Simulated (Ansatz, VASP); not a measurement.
This is a calculation of MoS2 for Ansatz 0.2.0.

The input input.yaml:

```yaml
crystal:
  lattice:
    - [1.5904638811, 0.9182547499, 6.1907296638]
    - [-1.5904638811, 0.9182547499, 6.1907296638]
    - [0.0, -1.8365094997, 6.1907296638]
  atoms:
    - { symbol: Mo, position: [0.0, 0.0, 0.0] }
    - { symbol: S, position: [0.417, 0.417, 0.417] }
    - { symbol: S, position: [0.25, 0.25, 0.25] }
hamiltonian:
  xc: pbesol
  pseudopotentials: { kind: paw }
kpoints:
  mp_grid: { grid: [10, 10, 10] }
scf:
  occupations: { method: fermi_dirac, width: 0.05 }
output:
  forces: true
  stress: true
  eigenvalues: true
```

Potentials or basis: Ansatz PAW.

Run with:

```bash
$ ansatz run input.yaml --threads 1 --pin off --max-ram 3584MiB --backend cpu --events-out ev --progress --plain --runs-dir out
```

**Question.** Set up the same calculation for VASP 6.6.1. Potentials there: VASP PAW PBE potentials, release 64 (Mo_sv, S).

**Answer.** As run (the cutoff follows the program's own potentials):

Contents of INCAR:

```
SYSTEM = MoS2
PREC     = Accurate       ! precision mode
ENCUT    = 520            ! plane-wave cutoff, eV
EDIFF    = 1E-7           ! SCF threshold, eV
ISMEAR   = -1             ! smearing method
SIGMA    = 0.05           ! smearing width, eV
LREAL    = .False.        ! projectors in reciprocal space
LASPH    = .True.         ! aspherical terms in the spheres
NELM     = 80             ! most SCF steps
ALGO     = Normal         ! electronic algorithm
ISIF     = 2              ! what is computed and relaxed
LWAVE    = .False.        ! write WAVECAR
LCHARG   = .False.        ! write CHGCAR
GGA      = PS             ! functional
NBANDS   = 20             ! bands
```

The input KPOINTS:

```
Automatic mesh
0
Gamma
  10 10 10
  0 0 0
```

Contents of POSCAR:

```
MoS2
1.0
    1.5904638811      0.9182547499      6.1907296638
   -1.5904638811      0.9182547499      6.1907296638
    0.0000000000     -1.8365094997      6.1907296638
Mo S
1 2
Direct
    0.0000000000      0.0000000000      0.0000000000
    0.4170000000      0.4170000000      0.4170000000
    0.2500000000      0.2500000000      0.2500000000
```

Potentials or basis: VASP PAW PBE potentials, release 64 (Mo_sv, S).

Launch:

```sh
$ cat potpaw_PBE.64/Mo_sv/POTCAR potpaw_PBE.64/S/POTCAR > POTCAR
$ mpirun -np 1 vasp_std > vasp.out
```

Both were run:

|  | VASP | Ansatz | Ansatz less VASP |
| --- | --- | --- | --- |
| gap on the k mesh at the Fermi level (eV) | 0.94 | 0.92 | -0.016 |
| least direct gap on the mesh (eV) | 1.91 | 1.91 | -0.005 |
| pressure (GPa) | -2.6 | -2.6 | +0.02 |
| largest component of the traceless stress (GPa) | 1.73 | 1.74 | +0.010 |
| rms of the force components (eV/Å) | 0.062 | 0.062 | +0.0005 |

Atom by atom the forces differ by 0.001 eV/Å (rms over components).

Caveats: the PAW data sets were made with another functional, which shifts forces and pressure a little (VASP); the PAW data sets come from PBE, with cores solved anew for the run's functional, which leaves a small shift of forces and pressure (Ansatz). A k mesh can miss the band edges.
